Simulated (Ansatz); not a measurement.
# InSe (C2/m) in Ansatz: a series of runs

The runs below take InSe through single point, with PBEsol.

Everything below comes from runs of Ansatz 0.2.0. Logs are shortened: lines on timing, memory, paths and dates and some standing lists are left out, and cuts for length are marked.

## (1) The structure

The structure is monoclinic, space group C2/m (No. 12). The conventional cell has a = 11.653 Å, b = 4.109 Å, c = 5.073 Å, α = 90.00°, β = 109.86°, γ = 90.00°. Around In (site symmetry m) lie 3 Se at 2.68 to 2.69 Å and 1 In at 2.80 Å. Around Se (site symmetry m) lie 3 In at 2.68 to 2.69 Å.

The cell comes from a database or a generator and needn't be the stable form of this composition.

## (2) Single point, PBEsol, 26.85 Å³/atom (volume scaled by 0.94)

input.yaml reads:

```yaml
crystal:
  lattice:
    - [5.7074535273, -2.0127055746, 0.0]
    - [5.7074535273, 2.0127055746, 0.0]
    - [-1.6880551226, 0.0, 4.6739460813]
  atoms:
    - { symbol: In, position: [0.88820325, 0.88820325, 0.04684136] }
    - { symbol: In, position: [0.11179675, 0.11179675, 0.95315864] }
    - { symbol: Se, position: [0.66092759, 0.66092759, 0.66895562] }
    - { symbol: Se, position: [0.33907241, 0.33907241, 0.33104438] }
kpoints:
  mp_grid: { grid: [7, 7, 6] }
scf:
  occupations: { method: fermi_dirac, width: 0.05 }
hamiltonian:
  xc: pbesol
  pseudopotentials: { kind: all_electron, lapw: { basis_error: 0.001 } }
output:
  forces: true
  stress: true
  eigenvalues: true
```

Potentials or basis: all-electron LAPW, scalar-relativistic.

Launch:

```
$ ansatz run input.yaml --threads 2 --pin off --max-ram 8192MiB --backend cpu --events-out ev --progress --plain --runs-dir out
```

Log:

```text
Warning: RAYON_NUM_THREADS=2 ignored (pool sized by the plan → 2); use --threads N
LAPW: plane waves up to 8.494 Å⁻¹, error target 1.0e-3 eV per atom; small_component_spin mean_spin; Se in spheres of 1.262 Å, 24 of its electrons in bands, Dirac shells []; In in spheres of 1.365 Å, 21 of its electrons in bands, Dirac shells [] (how accurate: hamiltonian.pseudopotentials.lapw.basis_error, Limitations)
Engine: ansatz 0.2.0, x86_64-unknown-linux-gnu
Pseudopotentials: kind: all_electron
Pseudopotential: In, LAPW, valence charge 21, lapw/all_electron/scalar/gaussian/In, Koelling and Harmon's equation, gaussian nucleus
Pseudopotential: Se, LAPW, valence charge 24, lapw/all_electron/scalar/gaussian/Se, Koelling and Harmon's equation, gaussian nucleus
Functional definition: PBEsol
  exchange = pbesol_x
  correlation = pbesol_c
Crystal: 4 atoms, lattice volume = 107.383 Å³
Basis set: ecut = 274.9130392959593 eV, 1123 PW (Γ), FFT grids on a1−a2, a2, a3, exchange–correlation at level 2
Bands: 54, of which v1, the nominal top of the filled ones, is band 45 counted from 1 (44 counted from 0)
Symmetry: 4 space group operations
Space group: C2/m (ITA 12), of the structure as read, at distance tolerance 4.8e-5 Å
k-points: 88 of 294
Non-local potential: In, projectors of the file, none
Non-local potential: Se, projectors of the file, none
Initial density: superposition of atomic densities (chi_scale 0.1, normalization cell, long waves kept (reshape's long-wave potential 0.04 eV rms))
Initial wavefunctions: plane waves of lowest kinetic energy (no species holds an atomic orbital)
Functional: x = pbesol(κ = 0.804, μ = 0.12345679012345678), c = pbesol(β = 0.046)
iter 1 solved again at ethr=1.47e-3 eV; its pass at ethr=1.00e-1 eV (dr2=1.32e0 eV) is discarded
SCF iter   1: F=—  HF=-452111.021048 eV  |F-HF|=—  |Δ(HF+E_count)|=         —  Δρ=2.61e-2  dr2=1.32e0  ethr=1.47e-3  ⟨swp⟩=2.0  Hψ=30145  notcnv=0
preconditioner: auto → Resta (q_TF=auto, 2.649 Å⁻¹)  ε∞=3.2  [insulator: Δε(μ)=1.424 eV  Ē_g=14.989 eV  σ=0.050 eV  W_gap=1.00  n_scr=34 (ndim 8)  ℏωp=22.1 eV  f_vac=0.091  D(μ)=0.00/eV (n_scr^D=0)  ε∞_Penn≈3.2]
SCF iter   2: F=—  HF=-452110.602288 eV  |F-HF|=—  |Δ(HF+E_count)|=   4.19e-1  Δρ=1.23e-2  dr2=2.33e-1  ethr=1.47e-3  ⟨swp⟩=2.2  Hψ=14539  notcnv=0
SCF iter   3: F=—  HF=-452110.558279 eV  |F-HF|=—  |Δ(HF+E_count)|=   4.40e-2  Δρ=5.72e-3  dr2=5.19e-2  ethr=2.59e-4  ⟨swp⟩=2.0  Hψ=14133  notcnv=0
iter 4 solved again at ethr=2.87e-6 eV; its pass at ethr=5.77e-5 eV (dr2=2.58e-3 eV) is discarded
SCF iter   4: F=—  HF=-452110.552953 eV  |F-HF|=—  |Δ(HF+E_count)|=         —  Δρ=1.32e-3  dr2=2.58e-3  ethr=2.87e-6  ⟨swp⟩=2.0  Hψ=23643  notcnv=0
the basis was enlarged: its passes take 563.4 KiB over the memory plan, 2 of 2 planned eigensolver slots
SCF iter   5: F=—  HF=-452110.552201 eV  |F-HF|=—  |Δ(HF+E_count)|=   7.52e-4  Δρ=3.59e-4  dr2=1.81e-4  ethr=2.86e-6  ⟨swp⟩=2.0  Hψ=13732  notcnv=0
SCF iter   6: F=—  HF=-452110.552330 eV  |F-HF|=—  |Δ(HF+E_count)|=   1.29e-4  Δρ=9.61e-5  dr2=1.22e-5  ethr=2.01e-7  ⟨swp⟩=3.0  Hψ=14257  notcnv=0
SCF iter   7: F=—  HF=-452110.552340 eV  |F-HF|=—  |Δ(HF+E_count)|=   1.02e-5  Δρ=4.49e-5  dr2=3.34e-6  ethr=1.35e-8  ⟨swp⟩=3.0  Hψ=14246  notcnv=0
SCF iter   8: F=—  HF=-452110.552341 eV  |F-HF|=—  |Δ(HF+E_count)|=   1.35e-6  Δρ=1.52e-5  dr2=3.79e-7  ethr=3.71e-9  ⟨swp⟩=3.0  Hψ=14293  notcnv=0
SCF iter   9: F=-452110.552342 eV  HF=-452110.552342 eV  |F-HF|=3.84e-9  |Δ(HF+E_count)|=   2.71e-7  Δρ=4.72e-6  dr2=3.65e-8  ethr=4.21e-10  ⟨swp⟩=3.0  Hψ=14291  notcnv=0
SCF 1 converged in 9 iterations: F = -452110.552342 eV  dr2 = 3.65e-8
SCF converged after 9 iterations
Free energy (F): -452110.552342 eV
Harris-Foulkes:  -452110.552342 eV  (|F-HF|=3.84e-9)
Internal energy: -452110.552342 eV  (E = F + TS)
E sigma→0 (E₀):  -452110.552342 eV
Entropy (-TS):   -0.000000 eV (-0.000 meV/atom)
Fermi energy:    10.371859 eV
--- Per-component energies (eV) ---
  E_band       = -4367.637465
  E_kinetic    = 471082.033783
  E_xc         = -13260.685566
  E_electrostatic = -909931.900558  (all electrons and nuclei)
  E_smearing   = -0.000000  (= −TS)
  E_closure    = 0.000000  (closes the sum)
  E_atoms      = -452095.124779  (free atoms, spherical and without spin; not in F)
  Σ components = -452110.552342   (vs F -452110.552342, Δ=0.00e0)
  Basis errors (estimates in eV, not in F): energy 4.5e-4 per atom: plane waves 4.2e-4 (2.4e-4 summed), levels above the bands 1.6e-70, relativity 2.7e-8, radial functions 3.6e-5, core shells 2.8e-7; eigenvalues (radial functions only) 1.1e-6; not estimated: angular momenta, meshes, grids; target (lapw.basis_error) 1.0e-3; muffin-tin radii Se 1.262 Å, In 1.365 Å
--- Forces (eV/Å), atoms counted from 1 ---
  atom   1  In     0.25770933     0.00000000    -0.07169896
  atom   2  In    -0.25770933     0.00000000     0.07169896
  atom   3  Se     0.04064041     0.00000000    -0.58363403
  atom   4  Se    -0.04064041     0.00000000     0.58363403
  max |Σ_I F_I| component: 0.00e0 eV/Å
--- Stress (GPa, compression-positive) ---
        2.489056       0.000000       0.123170
        0.000000       2.460485       0.000000
        0.123170       0.000000       1.955030
  P = ⅓ Tr σ = 2.3015 GPa (23.015 kbar)
--- Band table (eV; the first three rows and the last of 88) ---
  k-point 0: bands = ["-197.2630", "-197.2630", "-136.9406", "-136.9406", "-136.9375", "-136.9375", "-136.9050", "-136.9050", "-105.1379", "-105.1358", "-63.6836", "-63.6817", "-63.6720", "-63.6699", "-63.6548", "-63.6251", "-37.3816", "-37.3812", "-37.3810", "-37.3807", "-37.3569", "-37.3564", "-37.3563", "-37.3560", "-37.3454", "-37.3453", "-4.8634", "-4.6987", "-4.4781", "-4.4404", "-4.3882", "-4.3829", "-4.3273", "-4.2917", "-4.2586", "-4.0816", "-3.7603", "-1.7957", "4.9833", "5.6118", "5.9216", "7.3091", "7.6355", "8.2589", "8.5410", "12.5523", "12.8107", "13.4198", "14.7087", "15.2396", "15.3775", "16.6489", "18.0920", "19.5847"]
  k-point 1: bands = ["-197.2630", "-197.2630", "-136.9406", "-136.9406", "-136.9375", "-136.9375", "-136.9050", "-136.9050", "-105.1379", "-105.1358", "-63.6836", "-63.6817", "-63.6720", "-63.6699", "-63.6548", "-63.6251", "-37.3816", "-37.3812", "-37.3810", "-37.3807", "-37.3568", "-37.3564", "-37.3564", "-37.3560", "-37.3454", "-37.3453", "-4.8715", "-4.6977", "-4.4788", "-4.4390", "-4.3881", "-4.3852", "-4.3265", "-4.2913", "-4.2564", "-4.0850", "-3.6504", "-1.9242", "4.6584", "5.4282", "6.0782", "7.6825", "7.6909", "8.5745", "8.7574", "11.8644", "12.3199", "13.8284", "14.3059", "15.2188", "16.2782", "16.8895", "17.8398", "18.4577"]
  k-point 2: bands = ["-197.2630", "-197.2630", "-136.9406", "-136.9406", "-136.9375", "-136.9375", "-136.9050", "-136.9050", "-105.1379", "-105.1358", "-63.6836", "-63.6817", "-63.6720", "-63.6699", "-63.6548", "-63.6251", "-37.3816", "-37.3812", "-37.3810", "-37.3807", "-37.3568", "-37.3564", "-37.3564", "-37.3560", "-37.3454", "-37.3453", "-4.8849", "-4.6961", "-4.4802", "-4.4355", "-4.3895", "-4.3872", "-4.3249", "-4.2908", "-4.2538", "-4.0919", "-3.3666", "-2.2464", "4.1958", "5.0286", "6.7379", "7.7938", "8.3409", "8.6217", "9.2192", "11.2666", "11.6073", "13.8251", "13.9633", "15.8973", "16.4539", "16.5255", "17.8181", "18.7263"]
  k-point 87: bands = ["-197.2630", "-197.2630", "-136.9406", "-136.9406", "-136.9375", "-136.9375", "-136.9050", "-136.9050", "-105.1379", "-105.1359", "-63.6836", "-63.6818", "-63.6723", "-63.6697", "-63.6541", "-63.6257", "-37.3817", "-37.3811", "-37.3810", "-37.3806", "-37.3566", "-37.3566", "-37.3563", "-37.3561", "-37.3454", "-37.3452", "-4.8476", "-4.6638", "-4.5623", "-4.5360", "-4.4703", "-4.3721", "-4.3417", "-4.2725", "-4.1940", "-4.0737", "-3.1337", "-2.0453", "3.5146", "4.6578", "6.7192", "6.9085", "8.5028", "9.1349", "9.4447", "11.9863", "13.3704", "13.4356", "14.2104", "15.5258", "15.8042", "16.6945", "17.8371", "18.0414"]
```

Run time: 39 s. Hardware: 2 threads of Intel Xeon Platinum 8488C (Sapphire Rapids), shared host; peak memory 1 GiB.

What came out:

| Item | Value |
| --- | --- |
| Free energy | -452110.5523 eV |
| Pressure | 2.3 GPa |
| Largest force | 0.585 eV/Å |
| Band gap on the k mesh | 1.18 eV, indirect (least direct gap 1.36 eV) |

Caveat: spin-orbit coupling is left out, which moves the levels of the heavy elements; an odd mesh through Γ misses points on the zone boundary, where band edges often lie.

## (3) Single point, PBEsol, 27.42 Å³/atom (volume scaled by 0.96)

Changes to input.yaml since step 2:

```diff
@@ -2,5 +2,5 @@
   lattice:
-    - [5.7074535273, -2.0127055746, 0.0]
-    - [5.7074535273, 2.0127055746, 0.0]
-    - [-1.6880551226, 0.0, 4.6739460813]
+    - [5.7476481863, -2.0268800245, 0.0]
+    - [5.7476481863, 2.0268800245, 0.0]
+    - [-1.6999432264, 0.0, 4.706862279]
   atoms:
```

Potentials or basis: all-electron LAPW, scalar-relativistic.

Launch:

```
$ ansatz run input.yaml --threads 2 --pin off --max-ram 8192MiB --backend cpu --events-out ev --progress --plain --runs-dir out
```

Wall time 40 s (2 threads of Intel Xeon Platinum 8488C (Sapphire Rapids), shared host); peak memory 1 GiB.

Results (log left out):

| Item | Value |
| --- | --- |
| Free energy | -452110.5757 eV |
| Pressure | 1.0 GPa |
| Largest force | 0.398 eV/Å |
| Band gap on the k mesh | 1.15 eV, indirect (least direct gap 1.29 eV) |

Caveat: spin-orbit coupling is left out, which moves the levels of the heavy elements; an odd mesh through Γ misses points on the zone boundary, where band edges often lie.

## (4) Single point, PBEsol, 27.99 Å³/atom (volume scaled by 0.98)

Changes to input.yaml since step 3:

```diff
@@ -2,5 +2,5 @@
   lattice:
-    - [5.7476481863, -2.0268800245, 0.0]
-    - [5.7476481863, 2.0268800245, 0.0]
-    - [-1.6999432264, 0.0, 4.706862279]
+    - [5.787288392, -2.0408589492, 0.0]
+    - [5.787288392, 2.0408589492, 0.0]
+    - [-1.7116673433, 0.0, 4.739324424]
   atoms:
```

Launch:

```
$ ansatz run input.yaml --threads 2 --pin off --max-ram 8192MiB --backend cpu --events-out ev --progress --plain --runs-dir out
```

Run time: 38 s. Hardware: 2 threads of Intel Xeon Platinum 8488C (Sapphire Rapids), shared host; peak memory 1 GiB.

Results (log left out):

```yaml
Free_energy: -452110.5818 eV
Pressure: -0.1 GPa
Largest_force: 0.225 eV/Å
Band_gap_on_the_k_mesh: 1.11 eV, indirect (least direct gap 1.22 eV)
```

Caveat: spin-orbit coupling is left out, which moves the levels of the heavy elements; an odd mesh through Γ misses points on the zone boundary, where band edges often lie.

## (5) Single point, PBEsol, 28.56 Å³/atom

Changes to input.yaml since step 4:

```diff
@@ -2,5 +2,5 @@
   lattice:
-    - [5.787288392, -2.0408589492, 0.0]
-    - [5.787288392, 2.0408589492, 0.0]
-    - [-1.7116673433, 0.0, 4.739324424]
+    - [5.8263928781, -2.054648955, 0.0]
+    - [5.8263928781, 2.054648955, 0.0]
+    - [-1.723233014, 0.0, 4.7713478577]
   atoms:
```

Launch:

```
$ ansatz run input.yaml --threads 2 --pin off --max-ram 8192MiB --backend cpu --events-out ev --progress --plain --runs-dir out
```

Wall time 40 s (2 threads of Intel Xeon Platinum 8488C (Sapphire Rapids), shared host); peak memory 1 GiB.

It converged, with:

```
Free energy            : -452110.5725 eV
Pressure               : -1.1 GPa
Largest force          : 0.067 eV/Å
Band gap on the k mesh : 1.08 eV, indirect (least direct gap 1.16 eV)
```

Caveat: spin-orbit coupling is left out, which moves the levels of the heavy elements; an odd mesh through Γ misses points on the zone boundary, where band edges often lie.

## (6) Single point, PBEsol, 29.13 Å³/atom (volume scaled by 1.02)

Changes to input.yaml since step 5:

```diff
@@ -2,5 +2,5 @@
   lattice:
-    - [5.8263928781, -2.054648955, 0.0]
-    - [5.8263928781, 2.054648955, 0.0]
-    - [-1.723233014, 0.0, 4.7713478577]
+    - [5.8649793859, -2.0682562983, 0.0]
+    - [5.8649793859, 2.0682562983, 0.0]
+    - [-1.7346454858, 0.0, 4.8029471088]
   atoms:
```

Potentials or basis: all-electron LAPW, scalar-relativistic.

Launch:

```
$ ansatz run input.yaml --threads 2 --pin off --max-ram 8192MiB --backend cpu --events-out ev --progress --plain --runs-dir out
```

Run time: 41 s. Hardware: 2 threads of Intel Xeon Platinum 8488C (Sapphire Rapids), shared host; peak memory 1 GiB.

It converged, with:

| Property | Result |
| --- | --- |
| Free energy | -452110.5495 eV |
| Pressure | -2.1 GPa |
| Largest force | 0.114 eV/Å |
| Band gap on the k mesh | 1.04 eV, indirect (least direct gap 1.10 eV) |

Caveat: spin-orbit coupling is left out, which moves the levels of the heavy elements; an odd mesh through Γ misses points on the zone boundary, where band edges often lie.

## (7) Single point, PBEsol, 29.70 Å³/atom (volume scaled by 1.04)

Changes to input.yaml since step 6:

```diff
@@ -2,5 +2,5 @@
   lattice:
-    - [5.8649793859, -2.0682562983, 0.0]
-    - [5.8649793859, 2.0682562983, 0.0]
-    - [-1.7346454858, 0.0, 4.8029471088]
+    - [5.9030647348, -2.0816869103, 0.0]
+    - [5.9030647348, 2.0816869103, 0.0]
+    - [-1.7459097331, 0.0, 4.8341359509]
   atoms:
```

Launch:

```
$ ansatz run input.yaml --threads 2 --pin off --max-ram 8192MiB --backend cpu --events-out ev --progress --plain --runs-dir out
```

Wall time 37 s (2 threads of Intel Xeon Platinum 8488C (Sapphire Rapids), shared host); peak memory 1 GiB.

It converged, with:

* Free energy: -452110.5144 eV
* Pressure: -2.9 GPa
* Largest force: 0.215 eV/Å
* Band gap on the k mesh: 1.01 eV, indirect (least direct gap 1.05 eV)

Caveat: spin-orbit coupling is left out, which moves the levels of the heavy elements; an odd mesh through Γ misses points on the zone boundary, where band edges often lie.

## (8) Single point, PBEsol, 30.27 Å³/atom (volume scaled by 1.06)

Changes to input.yaml since step 7:

```diff
@@ -2,5 +2,5 @@
   lattice:
-    - [5.9030647348, -2.0816869103, 0.0]
-    - [5.9030647348, 2.0816869103, 0.0]
-    - [-1.7459097331, 0.0, 4.8341359509]
+    - [5.940664887, -2.0949464201, 0.0]
+    - [5.940664887, 2.0949464201, 0.0]
+    - [-1.7570304771, 0.0, 4.8649274559]
   atoms:
```

Launch:

```
$ ansatz run input.yaml --threads 2 --pin off --max-ram 8192MiB --backend cpu --events-out ev --progress --plain --runs-dir out
```

Wall time 37 s (2 threads of Intel Xeon Platinum 8488C (Sapphire Rapids), shared host); peak memory 1 GiB.

Results (log left out):

* Free energy: -452110.4685 eV
* Pressure: -3.6 GPa
* Largest force: 0.339 eV/Å
* Band gap on the k mesh: 0.98 eV, indirect (least direct gap 0.99 eV)

Caveat: spin-orbit coupling is left out, which moves the levels of the heavy elements; an odd mesh through Γ misses points on the zone boundary, where band edges often lie.
